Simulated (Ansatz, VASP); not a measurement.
One calculation of Ti, two programs

```
Ti
1.0
    -1.66259    1.66259    1.66259
     1.66259   -1.66259    1.66259
     1.66259    1.66259   -1.66259
Ti
1
Cartesian
  0.0000 0.0000 0.0000
```

Change from the starting cell: volume scaled by 1.04, PAW files.

Alike in both runs: task electric field gradients; functional PBEsol; k mesh 17 × 17 × 17; occupations fermi-dirac, width 0.08 eV; no spin polarisation.

|  | VASP | Ansatz |
| --- | --- | --- |
| version | VASP 6.6.1 | Ansatz 0.2.0 |
| potentials or method | VASP PAW PBE potentials, release 64 (Ti_sv) | PAW with Ansatz's default frozen-core files, scalar-relativistic |
| plane-wave cutoff (eV) | 520 | 420 |
| valence electrons in the cell | 12 | 12 |

```csv
,VASP,Ansatz,Ansatz less VASP
pressure (GPa),-9.9,-9.8,+0.13
Vzz of the field gradient on the site that differs most (V/Å²),0.0,0.0,0.00
```

Caveats: the PAW data sets were made with another functional, which shifts forces and pressure a little (VASP).
